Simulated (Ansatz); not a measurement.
CdO (Monteponite):

```
Cd O
1.0
     0.00000    2.34950    2.34950
     2.34950    0.00000    2.34950
     2.34950    2.34950    0.00000
Cd O
1 1
Direct
  0.00000 0.00000 0.00000
  0.50000 0.50000 0.50000
```

* Program: Ansatz 0.2.0
* Task: relaxation of cell and atoms
* Functional: PBEsol
* Dispersion: D4
* Potentials or basis: all-electron LAPW, scalar-relativistic
* Basis error allowed: 0.001 eV/atom
* k mesh: 10 × 10 × 10
* Occupations: fermi-dirac, width 0.05 eV
* Spin: no spin polarisation

At the start: volume 12.97 Å³/atom.

Q: Where does the relaxation end?

A: Over 4 steps the energy falls by 2.4 meV/atom and the volume is 12.71 Å³/atom (-2.0 %); space group Fm-3m (No. 225, to 0.05 Å).

Step by step:
```
step  energy change (eV)  largest force (eV/Å)  volume (Å³)
   1              0.0000                0.0000        25.94
   2             -0.0046                0.0000        25.32
   3             -0.0048                0.0000        25.43
   4             -0.0048                0.0000        25.43
```

Final structure:
```
Cd O
1.0
     0.00000    2.33389    2.33389
     2.33389    0.00000    2.33389
     2.33389    2.33389    0.00000
Cd O
1 1
Direct
  0.00000 0.00000 0.00000
  0.50000 0.50000 0.50000
```
